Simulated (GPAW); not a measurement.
# SrO (Fm-3m) in GPAW: band structure with revPBE+D4

Aim: the band structure of SrO with revPBE+D4.

All numbers are computed with GPAW 26.7.0; they aren't measurements. Logs are shortened: lines on timing, memory, paths and dates and some standing lists are left out, and cuts for length are marked. The log counts tension as positive stress, the text compression.

## Step 1: The cell of the first run

Symmetry: Fm-3m, No. 225, cubic system. The conventional cell has a = 5.063 Å, b = 5.063 Å, c = 5.063 Å, α = 90.00°, β = 90.00°, γ = 90.00°. Around Sr (site symmetry m-3m) lie 6 O at 2.53 Å. Around O (site symmetry m-3m) lie 6 Sr at 2.53 Å.

## Step 2: Band structure, revPBE+D4 (volume scaled by 0.96)

run.py reads:

```python
from ase import Atoms
from ase.calculators.mixing import SumCalculator
from ase.dft.bandgap import bandgap
from ase.io import write
from ase.units import Bohr, GPa
from dftd4.ase import DFTD4
from gpaw import GPAW, PW
from gpaw.elf import elf_from_dft_calculation

atoms = Atoms(['Sr', 'Sr', 'Sr', 'Sr', 'O', 'O', 'O', 'O'],
              cell=[[5.06323204, 0.0, 0.0],
                    [0.0, 5.06323204, 0.0],
                    [0.0, 0.0, 5.06323204]],
              scaled_positions=[[0.5, 0.0, 0.0],
                                [0.0, 0.5, 0.0],
                                [0.0, 0.0, 0.5],
                                [0.5, 0.5, 0.5],
                                [0.0, 0.0, 0.0],
                                [0.0, 0.5, 0.5],
                                [0.5, 0.0, 0.5],
                                [0.5, 0.5, 0.0]],
              pbc=True)

calc = GPAW(mode=PW(800),
            xc='revPBE',
            kpts={'size': (5, 5, 5), 'gamma': True},
            occupations={'name': 'methfessel-paxton', 'order': 0, 'width': 0.1},
            nbands=52,
            convergence={'density': 1e-05, 'energy': 1e-05},
            maxiter=150,
            txt='gpaw.txt')
atoms.calc = SumCalculator([calc, DFTD4(method='revpbe')])
energy = atoms.get_potential_energy()
forces = atoms.get_forces()
stress = atoms.get_stress()
calc.write('gs.gpw')
write('result.traj', atoms)
print(f'Energy: {energy:.6f} eV')
print('Forces (eV/A):')
print(forces.round(4))
print('Stress (GPa):', (stress / GPa).round(3))
print('Fermi level:', round(calc.get_fermi_level(), 4), 'eV')
print(f'Gap: {bandgap(calc)[0]:.4f} eV, direct: {bandgap(calc, direct=True)[0]:.4f} eV')

# fields on the real-space grid
write('density.cube', atoms, data=calc.get_pseudo_density() * Bohr**3)
write('potential.cube', atoms, data=calc.get_electrostatic_potential())
write('elf.cube', atoms, data=elf_from_dft_calculation(calc).data)

path = atoms.cell.bandpath('GXMGRX,MR', npoints=80, eps=1e-4)
bs_calc = calc.fixed_density(kpts=path, symmetry='off', nbands=78,
                             convergence={'bands': 'CBM+6.0', 'eigenstates': 1e-6}, txt='bands.txt')
bs = bs_calc.band_structure()
bs.write('bs.json')
print(f'Gap on the path: {bandgap(bs_calc)[0]:.4f} eV')
```

Potentials or basis: the program's PAW data sets (release 1.2.1) made for this functional, pw.

On the command line:

```bash
> OMP_NUM_THREADS=1 python run.py
```

gpaw.txt:

```text
__  _  _
 | _ |_)|_||  |
 |__||  | ||/\| - 26.7.0

Input parameters:
  mode=PW(ecut=800.0),
  convergence={'density': 1e-05, 'energy': 1e-05},
  kpts=MonkhorstPack(size=(5, 5, 5), gamma=True),
  maxiter=150,
  nbands=52,
  occupations=Occupations(name='methfessel-paxton', order=0, width=0.1),
  xc=XC(name='revPBE')

Diagonalizing LCAO Hamiltonian
Converting LCAO to pw mode
    .-----------.
   /|           |
  / |           |
 *  |           |
 |  |           |
 |O |   Sr      |
 Sr .--O--------.
 | /           /
 |/r    O     /
 O-----Sr----*

Atoms  # Å, Bohr magnetons
|   | symbol |        x |        y |        z |    initial magnetic moments |
|---|--------|----------|----------|----------|-----------------------------|
| 0 |     Sr | 2.531616 | 0.000000 | 0.000000 | ( 0.0000,  0.0000,  0.0000) |
| 1 |     Sr | 0.000000 | 2.531616 | 0.000000 | ( 0.0000,  0.0000,  0.0000) |
| 2 |     Sr | 0.000000 | 0.000000 | 2.531616 | ( 0.0000,  0.0000,  0.0000) |
| 3 |     Sr | 2.531616 | 2.531616 | 2.531616 | ( 0.0000,  0.0000,  0.0000) |
| 4 |      O | 0.000000 | 0.000000 | 0.000000 | ( 0.0000,  0.0000,  0.0000) |
| 5 |      O | 0.000000 | 2.531616 | 2.531616 | ( 0.0000,  0.0000,  0.0000) |
| 6 |      O | 2.531616 | 0.000000 | 2.531616 | ( 0.0000,  0.0000,  0.0000) |
| 7 |      O | 2.531616 | 2.531616 | 0.000000 | ( 0.0000,  0.0000,  0.0000) |

Unit cell  # Å
| periodic |        x |        y |        z |  lengths |    angles |
|----------|----------|----------|----------|----------|-----------|
|      yes | 5.063232 | 0.000000 | 0.000000 | 5.063232 | 90.000000 |
|      yes | 0.000000 | 5.063232 | 0.000000 | 5.063232 | 90.000000 |
|      yes | 0.000000 | 0.000000 | 5.063232 | 5.063232 | 90.000000 |

Number of symmetries: 48
Symmetry operations  # r_c * U_cc + t_c -> r_c
|    | kind |            matrix            |
|----|------|------------------------------|
|  0 |  E   |  1, 0, 0,  0, 1, 0,  0, 0, 1 |
|  1 |  σ   |  1, 0, 0,  0, 1, 0,  0, 0,-1 |
|  2 |  σ   |  1, 0, 0,  0, 0, 1,  0, 1, 0 |
|  3 |  C4  |  1, 0, 0,  0, 0, 1,  0,-1, 0 |
|  4 |  C4  |  1, 0, 0,  0, 0,-1,  0, 1, 0 |
|  5 |  σ   |  1, 0, 0,  0, 0,-1,  0,-1, 0 |
|  6 |  σ   |  1, 0, 0,  0,-1, 0,  0, 0, 1 |
|  7 |  C2  |  1, 0, 0,  0,-1, 0,  0, 0,-1 |
|  8 |  σ   |  0, 1, 0,  1, 0, 0,  0, 0, 1 |
|  9 |  C2  |  0, 1, 0,  1, 0, 0,  0, 0,-1 |
| 10 |  C3  |  0, 1, 0,  0, 0, 1,  1, 0, 0 |
| 11 |  S6  |  0, 1, 0,  0, 0, 1, -1, 0, 0 |
| 12 |  S6  |  0, 1, 0,  0, 0,-1,  1, 0, 0 |
| 13 |  C3  |  0, 1, 0,  0, 0,-1, -1, 0, 0 |
| 14 |  C4  |  0, 1, 0, -1, 0, 0,  0, 0, 1 |
| 15 |  S4  |  0, 1, 0, -1, 0, 0,  0, 0,-1 |
| 16 |  C3  |  0, 0, 1,  1, 0, 0,  0, 1, 0 |
| 17 |  S6  |  0, 0, 1,  1, 0, 0,  0,-1, 0 |
| 18 |  σ   |  0, 0, 1,  0, 1, 0,  1, 0, 0 |
| 19 |  C4  |  0, 0, 1,  0, 1, 0, -1, 0, 0 |
| 20 |  C2  |  0, 0, 1,  0,-1, 0,  1, 0, 0 |
| 21 |  S4  |  0, 0, 1,  0,-1, 0, -1, 0, 0 |
| 22 |  S6  |  0, 0, 1, -1, 0, 0,  0, 1, 0 |
| 23 |  C3  |  0, 0, 1, -1, 0, 0,  0,-1, 0 |
| 24 |  S6  |  0, 0,-1,  1, 0, 0,  0, 1, 0 |
| 25 |  C3  |  0, 0,-1,  1, 0, 0,  0,-1, 0 |
| 26 |  C4  |  0, 0,-1,  0, 1, 0,  1, 0, 0 |
| 27 |  σ   |  0, 0,-1,  0, 1, 0, -1, 0, 0 |
| 28 |  S4  |  0, 0,-1,  0,-1, 0,  1, 0, 0 |
| 29 |  C2  |  0, 0,-1,  0,-1, 0, -1, 0, 0 |
| 30 |  C3  |  0, 0,-1, -1, 0, 0,  0, 1, 0 |
| 31 |  S6  |  0, 0,-1, -1, 0, 0,  0,-1, 0 |
| 32 |  C4  |  0,-1, 0,  1, 0, 0,  0, 0, 1 |
| 33 |  S4  |  0,-1, 0,  1, 0, 0,  0, 0,-1 |
| 34 |  S6  |  0,-1, 0,  0, 0, 1,  1, 0, 0 |
| 35 |  C3  |  0,-1, 0,  0, 0, 1, -1, 0, 0 |
| 36 |  C3  |  0,-1, 0,  0, 0,-1,  1, 0, 0 |
| 37 |  S6  |  0,-1, 0,  0, 0,-1, -1, 0, 0 |
| 38 |  σ   |  0,-1, 0, -1, 0, 0,  0, 0, 1 |
| 39 |  C2  |  0,-1, 0, -1, 0, 0,  0, 0,-1 |
| 40 |  σ   | -1, 0, 0,  0, 1, 0,  0, 0, 1 |
| 41 |  C2  | -1, 0, 0,  0, 1, 0,  0, 0,-1 |
| 42 |  C2  | -1, 0, 0,  0, 0, 1,  0, 1, 0 |
| 43 |  S4  | -1, 0, 0,  0, 0, 1,  0,-1, 0 |
| 44 |  S4  | -1, 0, 0,  0, 0,-1,  0, 1, 0 |
| 45 |  C2  | -1, 0, 0,  0, 0,-1,  0,-1, 0 |
| 46 |  C2  | -1, 0, 0,  0,-1, 0,  0, 0, 1 |
| 47 |  i   | -1, 0, 0,  0,-1, 0,  0, 0,-1 |

BZ-sampling:
  Number of BZ points: 125
  Number of IBZ points: 10

  Monkhorst-Pack size: [5, 5, 5]
  Monkhorst-Pack shift: [0, 0, 0]

K-points  # in reciprocal-cell coordinates
|   |                                coordinates |     weight |
|---|--------------------------------------------|------------|
| 0 | (  0.00000000,   0.00000000,   0.00000000) | 0.00800000 |
| 1 | (  0.20000000,   0.00000000,   0.00000000) | 0.04800000 |
| 2 | (  0.20000000,   0.20000000,   0.00000000) | 0.09600000 |
| 3 | (  0.20000000,   0.20000000,   0.20000000) | 0.06400000 |
| 4 | (  0.40000000,   0.00000000,   0.00000000) | 0.04800000 |
| 5 | (  0.40000000,   0.20000000,   0.00000000) | 0.19200000 |
| 6 | (  0.40000000,   0.20000000,   0.20000000) | 0.19200000 |
| 7 | (  0.40000000,   0.40000000,   0.00000000) | 0.09600000 |
| 8 | (  0.40000000,   0.40000000,   0.20000000) | 0.19200000 |
| 9 | (  0.40000000,   0.40000000,   0.40000000) | 0.06400000 |

Plane wave coefficients: 6691
Cutoff: 800.0 eV

Spin-components: 1 (collinear spins)
Bands:           52
Projectors:      40
Spin-degeneracy: 2
Datatype:        complex128

Parallelization:
  kpt:    1
  domain: 1
  band:   1

Density:
  Valence electrons: 64.0
  Components: 1
  Grid points: [35 35 35]
  Charge: 0.0  # |e|

Potential:
  Grid points: [35 35 35]

species:
  Sr:
    name:    Strontium
    Z:       38.0
    valence: 10
    core:    28
    charge:  0.0  # [|e|]
    compensation charges:
      type: gauss
      rc: 0.40  # [Å]
      lmax: 2
    cutoffs:
      filter: 2.39  # [Å]
      core: 1.85  # [Å]
    projectors
    | kind |    occ | energy [eV] | rcut [Å] |
    |------|--------|-------------|----------|
    |   4s |  2.000 |     -40.905 |    1.291 |
    |   5s |  2.000 |      -3.490 |    1.291 |
    |   4p |  6.000 |     -22.848 |    1.291 |
    |    p |        |       4.363 |    1.291 |
    |    d |        |       0.000 |    1.254 |

    Using partial waves for Sr as LCAO basis

  O:
    name:    Oxygen
    Z:       8.0
    valence: 6
    core:    2
    charge:  0.0  # [|e|]
    compensation charges:
      type: gauss
      rc: 0.21  # [Å]
      lmax: 2
    cutoffs:
      filter: 1.17  # [Å]
      core: 0.83  # [Å]
    projectors
    | kind |    occ | energy [eV] | rcut [Å] |
    |------|--------|-------------|----------|
    |   2s |  2.000 |     -23.998 |    0.688 |
    |   2p |  4.000 |      -8.969 |    0.598 |
    |    s |        |       3.214 |    0.688 |
    |    p |        |      18.243 |    0.598 |
    |    d |        |       0.000 |    0.619 |

    Using partial waves for O as LCAO basis

Reference energy: -354176.957254  # eV

eigensolver:
  PPCG
  Converge bands: occupied
  niter=2

density mixing:
  MSR1-Mixer
  Pratt-step length: 0.05
  Maximum mixing coefficient: 0.75
  Old densities: 10
  SVD Regularization: 0.005
  Good broyden scale: 1.0
  Trust region scale: 1.0
  Backstep threshold: 4.0
  History deletion threshold: 6.0
  Fourier metric: weight=20.0, sigma=0.015

occupation numbers:
  Methfessel-Paxton:
    width: 0.1000  # eV
    order: 0

poisson solver:
  ecut: 6400.0  # eV

xc functional:
  name: revPBE with 2 nearest neighbor stencil

convergence criteria:
- Maximum integral of absolute [dens]ity change: 1e-05 electrons / valence electron
- Maximum [total energy] change in last 3 cyles: 1e-05 eV / valence electron
- Maximum integral of absolute [eigenst]ate change: 4e-08 eV^2 / valence electron
maximum number of iterations: 150

SCF iterations
|iter     | |      energy | eigst |  dens |
|---------|-|-------------|-------|-------|
|iter:   1| |  -51.618629 | +0.71 |       |
|iter:   2| |  -50.251874 | -0.96 | -0.88 |
|iter:   3| |  -46.350401 | -0.89 | -0.97 |
|iter:   4| |  -46.281360 | -1.80 | -1.36 |
|iter:   5| |  -46.381064 | -3.08 | -1.57 |
|iter:   6| |  -46.390459 | -3.77 | -2.28 |
|iter:   7| |  -46.390792 | -4.60 | -2.97 |
|iter:   8| |  -46.390966c| -5.11 | -3.21 |
|iter:   9| |  -46.390961c| -6.33 | -3.74 |
|iter:  10| |  -46.390963c| -7.77c| -4.42 |
|iter:  11| |  -46.390963c| -7.82c| -5.04c|

Converged in 11 steps
Energy contributions relative to reference atoms: (reference = -354176.957254)

Energy contributions:
  Kinetic:          85.380169
  Coulomb:         -69.993157
  Zero:             -0.645601
  External:          0.000000
  Xc:              -61.132374
  Entropy:          -0.000000
  Spinorbit:         0.000000
  ----------------------------
  Free energy:     -46.390963
  Extrapolated:    -46.390963

dipole moment: (-68.182993, -68.182993, -68.182993)  # |e|*Ang

Fermi level: 6.452
Eigenvalues  # (at kpt = [0.000, 0.000, 0.000])
| band index |      eig [eV] | occ [0-2] |
|------------|---------------|-----------|
|          0 |       -26.557 |     2.000 |
|        ... |               |           |
|         24 |         5.578 |     2.000 |
|         25 |         5.578 |     2.000 |
|         26 |         5.578 |     2.000 |
|         27 |         5.578 |     2.000 |
|         28 |         5.578 |     2.000 |
|         29 |         5.621 |     2.000 |
[... 8 lines left out ...]
|         38 |        12.064 |     0.000 |
|         39 |        13.885 |     0.000 |
|        ... |               |           |
|         51 |        17.182 |     0.000 |

Gap: 3.429 eV
Transition (v -> c):
  (s=0, k=0, n=31, [0.00, 0.00, 0.00]) -> (s=0, k=0, n=32, [0.00, 0.00, 0.00])
No difference between direct/indirect transitions

Forces  # eV/Ang
|        x |        y |        z |
|----------|----------|----------|
|  0.00000 |  0.00000 |  0.00000 |  # Sr   0
|  0.00000 |  0.00000 |  0.00000 |  # Sr   1
|  0.00000 |  0.00000 |  0.00000 |  # Sr   2
| -0.00000 | -0.00000 | -0.00000 |  # Sr   3
| -0.00000 | -0.00000 | -0.00000 |  # O    4
|  0.00000 |  0.00000 |  0.00000 |  # O    5
|  0.00000 |  0.00000 | -0.00000 |  # O    6
| -0.00000 | -0.00000 |  0.00000 |  # O    7

Stress tensor  # eV/Ang^3
|         x |         y |         z |
|-----------|-----------|-----------|
| -0.066916 |  0.000000 |  0.000000 |
|  0.000000 | -0.066916 |  0.000000 |
|  0.000000 |  0.000000 | -0.066916 |

# Writing to gs.gpw (mode='')
```

It took 9.9 min on 1 thread of Arm Neoverse V1, shared host; peak memory 1.2 GiB.

What came out:

| Item | Value |
| --- | --- |
| Free energy | -48.6974 eV |
| Pressure | 7.4 GPa |
| Band gap on the k mesh | 3.43 eV |
| Band gap along the path | 3.43 eV |
| Dispersion energy per atom | -0.288 eV |

Levels at the corners of the path, in eV from the valence-band top:
```tsv
point	band 28	band 29	band 30	band 31	band 32	band 33	band 34	band 35	band 36	band 37
Γ	-0.04	-0.04	0.00	0.00	0.00	3.43	3.43	3.43	4.49	6.44
X	-0.35	-0.12	-0.12	-0.12	-0.12	4.56	4.56	6.27	6.27	6.27
M	-1.05	-0.38	-0.38	-0.38	-0.38	6.43	6.43	6.43	6.43	7.33
Γ	-0.04	-0.04	0.00	0.00	0.00	3.43	3.43	3.43	4.49	6.44
R	-1.16	-1.16	-1.16	-1.16	-1.16	6.89	6.89	6.89	6.89	8.91
X	-0.35	-0.12	-0.12	-0.12	-0.12	4.56	4.56	6.27	6.27	6.27
M	-1.05	-0.38	-0.38	-0.38	-0.38	6.43	6.43	6.43	6.43	7.33
R	-1.16	-1.16	-1.16	-1.16	-1.16	6.89	6.89	6.89	6.89	8.91
```
